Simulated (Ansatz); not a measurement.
O under changes of volume

One of the cells (17.288 Å³/atom); the others are scaled copies at fixed shape and fractional positions:

```
O
1.0
     2.85140   -1.66242    0.00000
     2.85140    1.66242    0.00000
    -2.39449    0.00000    3.64705
O
2
Direct
  0.97455 0.97455 0.84443
  0.02545 0.02545 0.15557
```

```yaml
Program: Ansatz 0.2.0
Functional: PBEsol
Potentials_or_basis: all-electron LAPW, scalar-relativistic
Cutoff: 942 eV (chosen from the basis error)
Basis_error_allowed: 0.0005 eV/atom
k_mesh: 10 × 10 × 7
Occupations: fermi-dirac, width 0.05 eV
Spin: no spin polarisation
```

| volume (Å³/atom) | energy over the lowest point (meV/atom) | pressure (GPa) | largest force (eV/Å) |
| --- | --- | --- | --- |
| 16.251 | 0.00 | -0.3 | 1.066 |
| 16.596 | 2.43 | -1.5 | 0.436 |
| 16.942 | 7.38 | -2.6 | 0.266 |
| 17.288 | ? | ? | ? |
| 17.634 | 23.78 | -4.5 | 1.305 |
| 17.979 | 34.82 | -5.3 | 1.793 |
| 18.325 | 47.48 | -6.0 | 2.249 |

What does the run at 17.288 Å³/atom give?

Energy over the lowest point 14.57 meV/atom; pressure -3.6 GPa; largest force 0.787 eV/Å.

Worked out: A Birch-Murnaghan fit of order 3 (a polynomial in V^(-2/3)) to the other rows has its minimum at 16.12 Å³/atom, just outside them, with B0 = V·E''(V) = 63 GPa and B' = 4.0 at fixed shape and positions, which overstates the stiffness. It gives 14.57 meV/atom at 17.288 Å³/atom, against the run's 14.57, and -dE/dV = -3.8 GPa, against -3.6.

Energies are extrapolated to zero smearing.

Caveats: spin is off for a triplet molecule; forces of over 1 eV/Å show positions far from the minimum, so gaps and moduli don't describe the material at rest (some runs).
